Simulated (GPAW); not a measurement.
AlPt:

```
Pt Al
1.0
     4.87893    0.00000    0.00000
     0.00000    4.87893    0.00000
     0.00000    0.00000    4.87893
Pt Al
4 4
Direct
  0.84494 0.65506 0.34494
  0.65506 0.34494 0.84494
  0.34494 0.84494 0.65506
  0.15506 0.15506 0.15506
  0.15597 0.34403 0.65597
  0.34403 0.65597 0.15597
  0.65597 0.15597 0.34403
  0.84403 0.84403 0.84403
```

The cell is a database's computed one.

Base run:

```yaml
Program: GPAW 26.7.0
Functional: PBEsol
Potentials_or_basis: PAW data sets generated in the run's folder for this functional
Cutoff: 600 eV
Basis: pw
k_mesh: 5 × 5 × 5
Occupations: fermi-dirac, width 0.05 eV
Spin: no spin polarisation
Hubbard_terms: Pt d U = 5 eV
```

Its results: band gap on the k mesh none (metal or under the smearing width); pressure -4.8 GPa; largest force 0.068 eV/Å.

Task: After a change of settings the same cell gave: band gap on the k mesh none (metal or under the smearing width); pressure -6.8 GPa; largest force 0.101 eV/Å. Which change was it?
A. hubbard terms from Pt d U = 5 eV to Pt d U = 4 eV
B. hubbard terms from Pt d U = 5 eV to Pt d U = 8 eV
C. hubbard terms from Pt d U = 5 eV to none

Result: B.

Caveats: U without spin polarisation on a metal has little footing; the U is typed as a test and isn't derived for this compound.

Runs at the PBE level aren't shown here.
